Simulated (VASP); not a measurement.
Rh:

```xyz
2
Lattice="2.6868 0.0000 0.0000 -1.3434 2.3269 0.0000 0.0000 0.0000 4.3885" Properties=species:S:1:pos:R:3 pbc="T T T"
Rh    0.0000    1.5512    3.2914
Rh    1.3434    0.7756    1.0971
```

The cell was built by a generator and needn't be a form met in nature.

- Program: VASP 6.6.1
- Task: relaxation of cell and atoms
- Functional: PBE
- Potentials or basis: VASP PAW PBE potentials, release 64 (Rh_pv)
- Cutoff: 600 eV
- k mesh: 8 × 8 × 4
- Occupations: gaussian, width 0.05 eV
- Spin: no spin polarisation

At the start: pressure 7.4 GPa; volume 13.72 Å³/atom.

Task: How do energy, volume and symmetry change on relaxing?

Result: Over 5 steps the energy falls by 12.1 meV/atom and the volume is 14.10 Å³/atom (+2.8 %); space group P6_3/mmc (No. 194, to 0.05 Å).

The path:
| step | energy change (eV) | largest force (eV/Å) | pressure (GPa) | volume (Å³) |
| --- | --- | --- | --- | --- |
| 1 | 0.0000 | 0.0000 | 7.45 | 27.44 |
| 2 | 0.0600 | 0.0000 | -13.68 | 30.04 |
| 3 | -0.0210 | 0.0000 | -0.77 | 28.28 |
| 4 | -0.0210 | 0.0000 | -0.59 | 28.26 |
| 5 | -0.0241 | 0.0000 | 0.04 | 28.19 |

Final structure:
```
Rh
1.0
     2.73077    0.00000    0.00000
    -1.36539    2.36492    0.00000
     0.00000    0.00000    4.36521
Rh
2
Direct
  0.33333 0.66667 0.75000
  0.66667 0.33333 0.25000
```
